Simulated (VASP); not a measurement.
Te: relaxation of cell and atoms with PBEsol

Te:

```
Te
1.0
     4.60135    0.00000    0.00000
    -2.30068    3.98489    0.00000
     0.00000    0.00000    5.90006
Te
3
Direct
  0.25670 0.00000 0.33333
  0.00000 0.25670 0.66667
  0.74330 0.74330 0.00000
```

```
Program                : VASP 6.6.1
Task                   : relaxation of cell and atoms
Functional             : PBEsol
Potentials or basis    : VASP PAW PBE potentials, release 64 (Te)
Cutoff                 : 300 eV
k mesh                 : 9 × 9 × 6
Occupations            : gaussian, width 0.1 eV
Spin                   : no spin polarisation
Further INCAR settings : ALGO = Normal; EDIFF = 1e-07; IBRION = 2; EDIFFG = -0.005; NSW = 90; ISIF = 3
```

* Relaxed volume: 32.01 Å³/atom
* Relaxed cell: a = 4.311 Å, b = 4.311 Å, c = 5.967 Å, α = 90.00°, β = 90.00°, γ = 120.00°
* Space group after relaxing (to 0.05 Å): P3_121 (No. 152)
* Energy gained by relaxing: 38.4 meV/atom
* Ionic steps: 15
* Pressure after relaxing: 0.0 GPa
* Band gap on the k mesh: none (metal or under the smearing width)

The path:
| step | energy change (eV) | largest force (eV/Å) | pressure (GPa) | volume (Å³) |
| --- | --- | --- | --- | --- |
| 1 | 0.0000 | 0.1674 | -1.56 | 108.18 |
| 2 | -0.0284 | 0.4477 | 0.49 | 102.78 |
| 3 | -0.0285 | 0.4344 | 0.39 | 103.02 |
| 4 | -0.0595 | 0.3541 | 0.42 | 101.02 |
| 5 | -0.1047 | 0.1646 | 1.22 | 95.10 |
| 6 | -0.0968 | 0.1118 | -1.72 | 99.34 |
| 7 | -0.1142 | 0.0361 | -0.11 | 96.86 |
| 8 | -0.1142 | 0.0385 | -0.08 | 96.83 |
| 9 | -0.1146 | 0.0313 | -0.06 | 96.64 |
| 10 | -0.1152 | 0.0103 | 0.03 | 96.10 |
| 11 | -0.1153 | 0.0065 | 0.03 | 95.99 |
| 12 | -0.1152 | 0.0046 | 0.04 | 95.94 |
| 13 | -0.1152 | 0.0055 | 0.05 | 95.97 |
| 14 | -0.1152 | 0.0117 | -0.12 | 96.19 |
| 15 | -0.1153 | 0.0010 | 0.01 | 96.03 |

Final structure:
```yaml
crystal:
  lattice:
    - [4.31092, 0.00000, 0.00000]
    - [-2.15546, 3.73337, 0.00000]
    - [0.00000, 0.00000, 5.96659]
  atoms:
    - { symbol: Te, position: [0.28477, 0.00000, 0.33333] }
    - { symbol: Te, position: [0.00000, 0.28477, 0.66667] }
    - { symbol: Te, position: [0.71523, 0.71523, 0.00000] }
```

Levels at points of the mesh, in eV from the Fermi level:
| k point | band 6 | band 7 | band 8 | band 9 | band 10 | band 11 | band 12 | band 13 |
| --- | --- | --- | --- | --- | --- | --- | --- | --- |
| (0.00, 0.00, 0.00) | -2.62 | -1.81 | -1.81 | -1.17 | 0.97 | 0.97 | 1.66 | 4.76 |
| (0.00, 0.00, 0.50) | -2.68 | -1.29 | -0.87 | -0.87 | 0.21 | 0.28 | 0.28 | 3.59 |

Wall time 2.3 min on 1 thread of Intel(R) Xeon(R) 6975P-C (Granite Rapids), on a shared host, peak memory 0.19 GiB.

Caveat: the PAW data sets were made with another functional, which shifts forces and pressure a little. The run has no spin-orbit coupling, so splittings on Te are missing.
